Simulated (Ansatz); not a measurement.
The system is I.

```
CELL_PARAMETERS angstrom
0.00000 2.36560 3.90984
2.19225 0.00000 3.90984
2.19225 2.36560 0.00000
ATOMIC_POSITIONS crystal
I 0.00000 0.00000 0.00000
```

* Program: Ansatz 0.2.0
* Task: relaxation of cell and atoms
* Functional: PBE0
* Potentials or basis: Ansatz PAW
* Cutoff: 420 eV (not typed: the program's choice for these potentials)
* k mesh: 5 × 5 × 5
* Occupations: fermi-dirac, width 0.05 eV
* Spin: no spin polarisation

At the start: volume 40.55 Å³/atom.

**Question.** Where does the relaxation end?

**Answer.** It ends after 8 steps and the volume is 42.54 Å³/atom (+4.9 %); space group Fmmm (No. 69, to 0.05 Å).

The path:
```tsv
step	energy change (eV)	largest force (eV/Å)	volume (Å³)
1	0.0000	0.0000	40.55
2	-0.0116	0.0000	39.77
3	-0.0151	0.0000	39.93
4	-0.0162	0.0000	40.44
5	-0.0176	0.0000	41.95
6	-0.0177	0.0000	42.41
7	-0.0177	0.0000	42.54
8	-0.0179	0.0000	42.54
```

Final structure:
```
I
1.0
     0.00000    2.40126    4.25580
     2.08133    0.00000    4.25580
     2.08133    2.40126    0.00000
I
1
Cartesian
  0.0000 0.0000 0.0000
```

Caveat: the k mesh is coarse (spacing up to 0.42 Å⁻¹), so the values aren't converged, least of all with exact exchange; the plane-wave basis is chosen anew once the cell has moved, so the energies of steps on either side of that aren't comparable; an odd number of electrons without spin polarisation forces a metal; a magnetic or distorted state may lie lower; the PAW data sets come from PBE, with cores solved anew for the run's functional, which leaves a small shift of forces and pressure.
